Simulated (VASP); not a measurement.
Wanted: the native input for a VASP 6.6.1 run.

| Quantity | Value |
| --- | --- |
| Task | band structure |
| Functional | SCAN |
| Potentials or basis | VASP PAW PBE potentials, release 54 (Rh_pv) |
| Cutoff | 520 eV |
| k mesh | 12 × 12 × 12 |
| Occupations | gaussian, width 0.1 eV |
| Spin | no spin polarisation |
| Further INCAR settings | LREAL = Auto; ALGO = Normal; EDIFF = 1e-07 |

The structure of Rh lies in POSCAR:

```
Rh
1.0
    0.0000000000      1.8978500000      1.8978500000
    1.8978500000      0.0000000000      1.8978500000
    1.8978500000      1.8978500000      0.0000000000
Rh
1
Direct
    0.0000000000      0.0000000000      0.0000000000
```

One way to write it, as run:

INCAR

```
SYSTEM = Rh
PREC = Accurate
ENCUT = 520
EDIFF = 1E-7
ISMEAR = 0
SIGMA = 0.1
LREAL = Auto
LASPH = .TRUE.
NELM = 80
ALGO = Normal
ISIF = 2
LWAVE = .FALSE.
LCHARG = .FALSE.
LMAXMIX = 4
METAGGA = SCAN
LMIXTAU = .TRUE.
NELMIN = 8
```

KPOINTS

```
Automatic mesh
0
G
  12 12 12
  0 0 0
```

KPOINTS_OPT

```
path GXWKGLUWLK,UX
10
line-mode
reciprocal
 0.0000000000  0.0000000000  0.0000000000  G
 0.5000000000  0.0000000000  0.5000000000  X

 0.5000000000  0.0000000000  0.5000000000  X
 0.5000000000  0.2500000000  0.7500000000  W

 0.5000000000  0.2500000000  0.7500000000  W
 0.3750000000  0.3750000000  0.7500000000  K

 0.3750000000  0.3750000000  0.7500000000  K
 0.0000000000  0.0000000000  0.0000000000  G

 0.0000000000  0.0000000000  0.0000000000  G
 0.5000000000  0.5000000000  0.5000000000  L

 0.5000000000  0.5000000000  0.5000000000  L
 0.6250000000  0.2500000000  0.6250000000  U

 0.6250000000  0.2500000000  0.6250000000  U
 0.5000000000  0.2500000000  0.7500000000  W

 0.5000000000  0.2500000000  0.7500000000  W
 0.5000000000  0.5000000000  0.5000000000  L

 0.5000000000  0.5000000000  0.5000000000  L
 0.3750000000  0.3750000000  0.7500000000  K

 0.6250000000  0.2500000000  0.6250000000  U
 0.5000000000  0.0000000000  0.5000000000  X
```

Potentials or basis: VASP PAW PBE potentials, release 54 (Rh_pv).

Command:

```bash
$ cat potpaw_PBE.54/Rh_pv/POTCAR > POTCAR
$ mpirun -np 1 vasp_std > vasp.out
```

Results of the run:

- Pressure: -2.9 GPa
- Band gap along the path: none (metal or under the smearing width)

Caveat: the PAW data sets were made with another functional, which shifts forces and pressure a little.

It took 89 s on 1 thread of Intel(R) Xeon(R) Platinum 8488C (Sapphire Rapids), on a shared host, peak memory 0.14 GiB.
